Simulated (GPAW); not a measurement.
Runs of GPAW 26.7.0 on As. Symmetry: Cmce, No. 64, orthorhombic system. Conventional cell: a = 3.650 Å, b = 11.000 Å, c = 4.470 Å, α = 90.00°, β = 90.00°, γ = 90.00°. As (site symmetry m) has 3 As at 2.48 to 2.49 Å as nearest neighbours. This isn't the form of As at room conditions, which is rhombohedral.

| task | level | potentials or basis | cell | k mesh | cutoff (eV) | ranks | maxiter | convergence | optimizer | fmax | mesh quality | gap on the mesh (eV) | pressure (GPa) | relaxed volume (Å³/atom) | largest force (eV/Å) |
| --- | --- | --- | --- | --- | --- | --- | --- | --- | --- | --- | --- | --- | --- | --- | --- |
| single point | LDA | the program's PAW data sets (release 1.2.1) made for this functional, pw | as given | 6 × 6 × 5 | 450 | - | 120 | default | - | - | not flagged | none | (c) | - | (b) |
| relaxation of cell and atoms | PBEsol+D4 | PAW data sets generated in the run's folder for this functional, pw | relaxed | 5 × 5 × 4 | 600 | - | 150 | density=1e-05 forces=0.0001 | BFGS | 0.02 eV/Å | coarse | none | -0.1 | 20.60 | 0.02 |
| relaxation of cell and atoms | PBEsol+D3 | PAW data sets generated in the run's folder for this functional, pw | relaxed | 5 × 5 × 4 | 600 | - | 150 | density=1e-05 forces=0.0001 | BFGS | 0.02 eV/Å | coarse | none | 0.0 | 21.07 | 0.02 |
| relaxation of cell and atoms | PBEsol+D3(BJ)+ATM | PAW data sets generated in the run's folder for this functional, pw | relaxed | 5 × 5 × 4 | 600 | - | 150 | density=1e-05 forces=0.0001 | BFGS | 0.02 eV/Å | coarse | none | -0.1 | 20.29 | 0.01 |
| relaxation of cell and atoms | PBEsol+D3(BJ) | PAW data sets generated in the run's folder for this functional, pw | relaxed | 5 × 5 × 4 | 600 | - | 150 | density=1e-05 forces=0.0001 | BFGS | 0.02 eV/Å | coarse | none | -0.1 | 20.13 | 0.02 |
| single point | PBEsol | PAW data sets generated in the run's folder for this functional, pw | as given | 8 × 8 × 6 | 600 | - | 150 | - | - | - | not flagged | none | 0.0 | - | 0.11 |
| relaxation of cell and atoms | PBEsol | PAW data sets generated in the run's folder for this functional, pw | relaxed | 5 × 5 × 4 | 600 | - | 150 | density=1e-05 forces=0.0001 | BFGS | 0.02 eV/Å | coarse | none | -0.1 | (a) | 0.02 |

Alike in all rows: no spin polarisation; smearing fermi-dirac 0.05 eV.

Task: Estimate the missing entries.

Result: (a) 21.59; (b) 0.16; (c) -1.7.

Caveats: some runs use coarse meshes; later steps reuse the first step's grids (some runs); pairwise dispersion overbinds metals, which lowers pressure and volume (some runs); the cutoff is short for stress and forces, so pressures can be off by a GPa or more (some runs).

A k mesh can miss the band edges, and the runs leave out spin-orbit coupling on As.

A gap of «none» marks a metal or a gap under the smearing width.

Not every run made on this cell is shown here.
